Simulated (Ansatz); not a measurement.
Set up this calculation in Ansatz 0.2.0, as the native input.

```
Task                                : band structure
Functional                          : PBEsol
Potentials or basis                 : Ansatz PAW earlier set
Cutoff                              : 870 eV (not typed: the program's choice for these potentials)
k mesh                              : 10 × 10 × 5
Occupations                         : fermi-dirac, width 0.05 eV
Spin                                : no spin polarisation
Path                                : [["G", "M", "K", "G", "A", "L", "H", "A"], ["L", "M"], ["K", "H"]]
Points for each segment of the path : 14
```

The system is HfN.

```
CELL_PARAMETERS angstrom
3.13391 0.00000 0.00000
-1.56695 2.71404 0.00000
0.00000 0.00000 5.41677
ATOMIC_POSITIONS crystal
Hf 0.33333 0.66667 0.25000
Hf 0.66667 0.33333 0.75000
N 0.00000 0.00000 0.50000
N 0.00000 0.00000 0.00000
```

The cell comes from a database or a generator and needn't be the stable form of this composition.

The input as run:

input.yaml

```yaml
crystal:
  lattice:
    - [3.1339080219, 0.0, 0.0]
    - [-1.566954011, 2.7140439601, 0.0]
    - [0.0, 0.0, 5.41676772]
  atoms:
    - { symbol: Hf, position: [0.3333333333, 0.6666666667, 0.25] }
    - { symbol: Hf, position: [0.6666666667, 0.3333333333, 0.75] }
    - { symbol: "N", position: [0.0, 0.0, 0.5] }
    - { symbol: "N", position: [0.0, 0.0, 0.0] }
hamiltonian:
  xc: pbesol
  pseudopotentials: { kind: paw, source: ansatz }
kpoints:
  mp_grid: { grid: [10, 10, 5] }
  band_path:
    path:
      - [[0.0, 0.0, 0.0], [0.5, 0.0, 0.0], [0.3333333333, 0.3333333333, 0.0], [0.0, 0.0, 0.0], [0.0, 0.0, 0.5], [0.5, 0.0, 0.5], [0.3333333333, 0.3333333333, 0.5], [0.0, 0.0, 0.5]]
      - [[0.5, 0.0, 0.5], [0.5, 0.0, 0.0]]
      - [[0.3333333333, 0.3333333333, 0.0], [0.3333333333, 0.3333333333, 0.5]]
    npoints: 14
scf:
  occupations: { method: fermi_dirac, width: 0.05 }
  n_extra_bands: 10
output:
  forces: true
  stress: true
  eigenvalues: true
  fatbands: true
```

Potentials or basis: Ansatz PAW earlier set.

Command:

```bash
$ ansatz run input.yaml --threads 2 --pin off --max-ram 5632MiB --backend cpu --events-out ev --progress --plain --runs-dir out
```

It gave:

```json
{
 "Pressure": "-2.4 GPa",
 "Band gap on the k mesh": "none (metal or under the smearing width)"
}
```

Caveat: spin-orbit coupling is left out, which moves the levels of the heavy elements; the PAW data sets come from PBE, with cores solved anew for the run's functional, which leaves a small shift of forces and pressure.

Run time: 22 s on 2 threads of Arm Neoverse V1, on a shared host, peak memory 0.58 GiB.
